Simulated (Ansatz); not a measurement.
A run of Ansatz 0.2.0:

The input input.yaml:

```yaml
crystal:
  lattice:
    - [2.81940321, 0.0, 0.0]
    - [0.0, 2.81940321, 0.0]
    - [0.0, 0.0, 2.81940321]
  atoms:
    - { symbol: Co, position: [0.5, 0.5, 0.5], spin: 2.0 }
    - { symbol: Al, position: [0.0, 0.0, 0.0] }
kpoints:
  mp_grid: { grid: [9, 9, 9] }
scf:
  occupations: { method: fermi_dirac, width: 0.05 }
hamiltonian:
  xc: pbesol
  pseudopotentials: { kind: all_electron, lapw: { basis_error: 0.001 } }
magnetization:
  spin_polarized: true
output:
  forces: true
  stress: true
  eigenvalues: true
  populations: true
```

Potentials or basis: all-electron LAPW, scalar-relativistic.

Run with:

```bash
$ ansatz run input.yaml --threads 2 --pin off --max-ram 6144MiB --backend cpu --events-out ev --progress --plain --runs-dir out
```

Hardware: 2 threads of Intel(R) Xeon(R) 6975P-C (Granite Rapids), with other jobs on the host.

Problem. Estimate the wall time of this run.

Solution. Wall time 4.8 s on 2 threads of Intel(R) Xeon(R) 6975P-C (Granite Rapids), with other jobs on the host, peak memory 0.41 GiB. Counts: scf iterations 12, plane waves 251, k points 35, bands 19.
